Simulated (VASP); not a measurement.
# CaO (Lime) (Fm-3m) in VASP: notebook, part 2 of 2

VASP 6.6.1. The steps go on from the part before.

## (4) Relaxation of the atoms, PBEsol (a relaxed cell with its volume scaled by 1.04)

Contents of INCAR:

```
ALGO     = Fast           # electronic algorithm
EDIFF    = 1E-7           # SCF threshold, eV
EDIFFG   = -0.01          # ionic threshold
ENCUT    = 600            # plane-wave cutoff, eV
GGA      = PS             # functional
IBRION   = 2              # ionic algorithm
ISIF     = 2              # what is computed and relaxed
ISMEAR   = 0              # smearing method
LASPH    = T              # aspherical terms in the spheres
LCHARG   = F              # write CHGCAR
LREAL    = F              # projectors in reciprocal space
LWAVE    = F              # write WAVECAR
NELM     = 80             # most SCF steps
NSW      = 40             # ionic steps
PREC     = Accurate       # precision mode
SIGMA    = 0.03           # smearing width, eV
```

Contents of KPOINTS:

```
k-points
0
Gamma
  10 10 10
```

Contents of POSCAR:

```
CaO                                     
1.0
    0.0000000000      2.4187470082      2.4187470082
    2.4187470082      0.0000000000      2.4187470082
    2.4187470082      2.4187470082      0.0000000000
  Ca              O             
     1     1
Direct
     0.0000000000000000    0.0000000000000000    0.0000000000000000
     0.5000000000000000    0.5000000000000000    0.5000000000000000
```

Potentials or basis: VASP PAW PBE potentials, release 64 (Ca_sv, O).

Run with:

```console
$ cat potpaw_PBE.64/Ca_sv/POTCAR potpaw_PBE.64/O/POTCAR > POTCAR
$ mpirun -np 1 vasp_std > vasp.out
```

OUTCAR:

```text
EDIFF = 1E-7
   EDIFFG = -0.01
   ENCUT = 600
   GGA = PS
   IBRION = 2
   ISIF = 2
   ISMEAR = 0
   LASPH = T
   LREAL = F
   NELM = 80
   NSW = 40
   PREC = Accurate

 ion  position               nearest neighbor table
   1  0.000  0.000  0.000-   2 2.42   2 2.42   2 2.42   2 2.42   2 2.42   2 2.42
   2  0.500  0.500  0.500-   1 2.42   1 2.42   1 2.42   1 2.42   1 2.42   1 2.42

  LATTYP: Found a face centered cubic cell.
 ALAT       =     4.8374940164

  Lattice vectors:

 A1 = (   0.0000000000,   2.4187470082,   2.4187470082)
 A2 = (   2.4187470082,   0.0000000000,   2.4187470082)
 A3 = (   2.4187470082,   2.4187470082,   0.0000000000)

Analysis of symmetry for initial positions (statically):
=====================================================================
 Subroutine PRICEL returns:
 Original cell was already a primitive cell.

 Routine SETGRP: Setting up the symmetry group for a
 face centered cubic supercell.

 Subroutine GETGRP returns: Found 48 space group operations
 (whereof 48 operations were pure point group operations)
 out of a pool of 48 trial point group operations.

The static configuration has the point symmetry O_h .

Analysis of symmetry for dynamics (positions and initial velocities):
[... 182 lines left out ...]
     12       8.2336      0.00000
[... 331 lines left out ...]
 k-point    24 :       0.4000    0.3000    0.0000
  band No.  band energies     occupation
      1     -35.2760      2.00000
      2     -16.8544      2.00000
      3     -16.4269      2.00000
      4     -16.4007      2.00000
      5     -12.8122      2.00000
      6       0.3946      2.00000
      7       1.5262      2.00000
      8       1.6284      2.00000
      9       6.2956      0.00000
     10       9.5170      0.00000
     11      10.7802      0.00000
     12      10.8963      0.00000

 [... further k-points ...]

------------------------ aborting loop because EDIFF is reached ----------------------------------------

  FORCE on cell =-STRESS in cart. coord.  units (eV):
  Direction    XX          YY          ZZ          XY          YZ          ZX
  --------------------------------------------------------------------------------------
  -------------------------------------------------------------------------------------
  Total       -0.7329757     -0.7329757     -0.7329757      0.0000000     -0.0000000      0.0000000
  in kB      -41.4952932    -41.4952932    -41.4952932      0.0000000     -0.0000000      0.0000000
  external PRESSURE =     -41.4952932 kB  Pullay stress =       0.0000000 kB

 VOLUME and BASIS-vectors are now :
 -----------------------------------------------------------------------------
  energy-cutoff  :      600.00
  volume of cell :       28.30
      direct lattice vectors                 reciprocal lattice vectors
     0.000000000  2.418747008  2.418747008    -0.206718602  0.206718602  0.206718602
     2.418747008  0.000000000  2.418747008     0.206718602 -0.206718602  0.206718602
     2.418747008  2.418747008  0.000000000     0.206718602  0.206718602 -0.206718602

 POSITION                                       TOTAL-FORCE (eV/Angst)
 -----------------------------------------------------------------------------------
      0.00000      0.00000      0.00000        -0.000000     -0.000000     -0.000000
      2.41875      2.41875      2.41875         0.000000      0.000000      0.000000
 -----------------------------------------------------------------------------------
    total drift:                                0.000000      0.000000      0.000000

  FREE ENERGIE OF THE ION-ELECTRON SYSTEM (eV)
  ---------------------------------------------------
  free  energy   TOTEN  =       -13.4007006062 eV

  energy  without entropy=      -13.4007006062  energy(sigma->0) =      -13.40070061

 reached required accuracy - stopping structural energy minimisation
```

OSZICAR:

```text
N       E                     dE             d eps       ncg     rms          rms(c)
DAV:   1     0.140016636026E+03    0.14002E+03   -0.93545E+03  1128   0.150E+03
DAV:   2    -0.715170680743E+01   -0.14717E+03   -0.13885E+03  1296   0.354E+02
DAV:   3    -0.146802778522E+02   -0.75286E+01   -0.74700E+01  1420   0.811E+01
[... 12 lines left out ...]
RMM:  16    -0.134006966156E+02   -0.49708E-05   -0.80584E-05  1541   0.474E-02    0.221E-02
RMM:  17    -0.134006978183E+02   -0.12027E-05   -0.30987E-05  1458   0.361E-02    0.443E-03
RMM:  18    -0.134006997245E+02   -0.19062E-05   -0.14557E-05  1559   0.207E-02    0.406E-04
RMM:  19    -0.134007001956E+02   -0.47106E-06   -0.41048E-06  1253   0.974E-03    0.115E-03
RMM:  20    -0.134007005390E+02   -0.34347E-06   -0.23603E-06  1138   0.652E-03    0.504E-04
RMM:  21    -0.134007006062E+02   -0.67155E-07   -0.75981E-07   993   0.456E-03
   1 F= -.13400701E+02 E0= -.13400701E+02  d E =-.134007E+02
```

CONTCAR:

```text
CaO
   1.00000000000000
     0.0000000000000000    2.4187470082000000    2.4187470082000000
     2.4187470082000000    0.0000000000000000    2.4187470082000000
     2.4187470082000000    2.4187470082000000    0.0000000000000000
  Ca              O
     1     1
Direct
     0.0000000000000000    0.0000000000000000    0.0000000000000000
     0.5000000000000000    0.5000000000000000    0.5000000000000000

  0.00000000E+00  0.00000000E+00  0.00000000E+00
  0.00000000E+00  0.00000000E+00  0.00000000E+00
```

It took 16 s on 1 thread of Intel Xeon 6975P-C (Granite Rapids), shared host; peak memory 0.17 GiB.

Results:

```
Free energy             : -13.4007 eV
Pressure after relaxing : -4.1 GPa
Band gap on the k mesh  : 3.54 eV, indirect (least direct gap 3.93 eV)
```

Final structure:
```
Ca O
1.0
     0.00000    2.41875    2.41875
     2.41875    0.00000    2.41875
     2.41875    2.41875    0.00000
Ca O
1 1
Direct
  0.00000 0.00000 0.00000
  0.50000 0.50000 0.50000
```

Levels at points of the mesh, in eV from the valence-band top:
| k point | band 6 | band 7 | band 8 | band 9 | band 10 | band 11 |
| --- | --- | --- | --- | --- | --- | --- |
| (0.00, 0.00, 0.00) | 0.00 | 0.00 | 0.00 | 4.42 | 6.15 | 6.15 |
| (0.50, 0.00, 0.00) | -2.65 | -1.18 | -1.18 | 6.95 | 8.19 | 8.27 |
| (0.50, 0.50, 0.00) | -1.33 | -0.38 | -0.38 | 3.54 | 7.90 | 8.82 |

Caveat: the relaxation stopped at its first step, so nothing moved; the PAW data sets were made with another functional, which shifts forces and pressure a little.

## (5) Relaxation of the atoms, PBEsol (a relaxed cell with its volume scaled by 1.06)

INCAR is that of step 4.

KPOINTS is that of step 4.

Contents of POSCAR:

```
CaO                                     
1.0
    0.0000000000      2.4341534555      2.4341534555
    2.4341534555      0.0000000000      2.4341534555
    2.4341534555      2.4341534555      0.0000000000
  Ca              O             
     1     1
Direct
     0.0000000000000000    0.0000000000000000    0.0000000000000000
     0.5000000000000000    0.5000000000000000    0.5000000000000000
```

Potentials or basis: VASP PAW PBE potentials, release 64 (Ca_sv, O).

Run with:

```console
$ cat potpaw_PBE.64/Ca_sv/POTCAR potpaw_PBE.64/O/POTCAR > POTCAR
$ mpirun -np 1 vasp_std > vasp.out
```

OUTCAR:

```text
EDIFF = 1E-7
   EDIFFG = -0.01
   ENCUT = 600
   GGA = PS
   IBRION = 2
   ISIF = 2
   ISMEAR = 0
   LASPH = T
   LREAL = F
   NELM = 80
   NSW = 40
   PREC = Accurate

 ion  position               nearest neighbor table
   1  0.000  0.000  0.000-   2 2.43   2 2.43   2 2.43   2 2.43   2 2.43   2 2.43
   2  0.500  0.500  0.500-   1 2.43   1 2.43   1 2.43   1 2.43   1 2.43   1 2.43

  LATTYP: Found a face centered cubic cell.
 ALAT       =     4.8683069110

  Lattice vectors:

 A1 = (   0.0000000000,   2.4341534555,   2.4341534555)
 A2 = (   2.4341534555,   0.0000000000,   2.4341534555)
[... 551 lines left out ...]
  Direction    XX          YY          ZZ          XY          YZ          ZX
  --------------------------------------------------------------------------------------
  -------------------------------------------------------------------------------------
  Total       -1.0658228     -1.0658228     -1.0658228      0.0000000      0.0000000      0.0000000
  in kB      -59.2000057    -59.2000057    -59.2000057      0.0000000      0.0000000      0.0000000
  external PRESSURE =     -59.2000057 kB  Pullay stress =       0.0000000 kB

 VOLUME and BASIS-vectors are now :
 -----------------------------------------------------------------------------
  energy-cutoff  :      600.00
  volume of cell :       28.85
      direct lattice vectors                 reciprocal lattice vectors
     0.000000000  2.434153456  2.434153456    -0.205410221  0.205410221  0.205410221
     2.434153456  0.000000000  2.434153456     0.205410221 -0.205410221  0.205410221
     2.434153456  2.434153456  0.000000000     0.205410221  0.205410221 -0.205410221

 POSITION                                       TOTAL-FORCE (eV/Angst)
 -----------------------------------------------------------------------------------
      0.00000      0.00000      0.00000         0.000000      0.000000      0.000000
      2.43415      2.43415      2.43415        -0.000000     -0.000000     -0.000000
 -----------------------------------------------------------------------------------
    total drift:                                0.000000      0.000000      0.000000

  FREE ENERGIE OF THE ION-ELECTRON SYSTEM (eV)
  ---------------------------------------------------
  free  energy   TOTEN  =       -13.3842873708 eV

  energy  without entropy=      -13.3842873708  energy(sigma->0) =      -13.38428737

 reached required accuracy - stopping structural energy minimisation
```

OSZICAR:

```text
N       E                     dE             d eps       ncg     rms          rms(c)
DAV:   1     0.140581780952E+03    0.14058E+03   -0.94391E+03  1128   0.151E+03
DAV:   2    -0.682394216228E+01   -0.14741E+03   -0.13870E+03  1272   0.350E+02
DAV:   3    -0.146176395652E+02   -0.77937E+01   -0.77192E+01  1472   0.814E+01
[... 14 lines left out ...]
RMM:  18    -0.133842862834E+02   -0.18765E-05   -0.14656E-05  1553   0.205E-02    0.300E-04
RMM:  19    -0.133842868586E+02   -0.57525E-06   -0.53192E-06  1264   0.102E-02    0.674E-04
RMM:  20    -0.133842872087E+02   -0.35009E-06   -0.25661E-06  1106   0.665E-03    0.346E-04
RMM:  21    -0.133842873226E+02   -0.11388E-06   -0.10062E-06   962   0.479E-03    0.162E-04
RMM:  22    -0.133842873708E+02   -0.48233E-07   -0.55513E-07   843   0.325E-03
   1 F= -.13384287E+02 E0= -.13384287E+02  d E =-.133843E+02
```

CONTCAR:

```text
CaO
   1.00000000000000
     0.0000000000000000    2.4341534555000002    2.4341534555000002
     2.4341534555000002    0.0000000000000000    2.4341534555000002
     2.4341534555000002    2.4341534555000002    0.0000000000000000
  Ca              O
     1     1
Direct
     0.0000000000000000    0.0000000000000000    0.0000000000000000
     0.5000000000000000    0.5000000000000000    0.5000000000000000

  0.00000000E+00  0.00000000E+00  0.00000000E+00
  0.00000000E+00  0.00000000E+00  0.00000000E+00
```

Wall time 19 s (1 thread of Intel Xeon 6975P-C (Granite Rapids), shared host); peak memory 0.16 GiB.

Results:

| Quantity | Value |
| --- | --- |
| Free energy | -13.3843 eV |
| Pressure after relaxing | -5.9 GPa |
| Band gap on the k mesh | 3.55 eV, indirect (least direct gap 3.94 eV) |

Final structure:
```
Ca O
1.0
     0.00000    2.43415    2.43415
     2.43415    0.00000    2.43415
     2.43415    2.43415    0.00000
Ca O
1 1
Cartesian
  0.0000 0.0000 0.0000
  2.4342 2.4342 2.4342
```

Levels at points of the mesh, in eV from the valence-band top:
```tsv
k point	band 6	band 7	band 8	band 9	band 10	band 11
(0.00, 0.00, 0.00)	0.00	0.00	0.00	4.27	6.10	6.10
(0.50, 0.00, 0.00)	-2.60	-1.14	-1.14	6.86	8.05	8.17
(0.50, 0.50, 0.00)	-1.34	-0.39	-0.39	3.55	7.76	8.71
```

Caveat: the relaxation stopped at its first step, so nothing moved; the PAW data sets were made with another functional, which shifts forces and pressure a little. A k mesh can miss the band edges.

## (6) Overview

```tsv
cell	gap on the mesh (eV)	pressure (GPa)
atoms relaxed	3.53	0.0
atoms relaxed from: a relaxed cell with its volume scaled by 1.02	3.54	-2.2
atoms relaxed from: a relaxed cell with its volume scaled by 1.04	3.54	-4.1
atoms relaxed from: a relaxed cell with its volume scaled by 1.06	3.55	-5.9
```

Alike in all rows: task relaxation of the atoms; level PBEsol; potentials or basis VASP PAW PBE potentials, release 64 (Ca_sv, O); no spin polarisation; k mesh 10 × 10 × 10; cutoff (eV) 600; smearing gaussian 0.03 eV.

Caveats: the relaxation stopped at its first step, so nothing moved; the PAW data sets were made with another functional, which shifts forces and pressure a little.

Absolute energies hang on the potentials; compare differences alone.
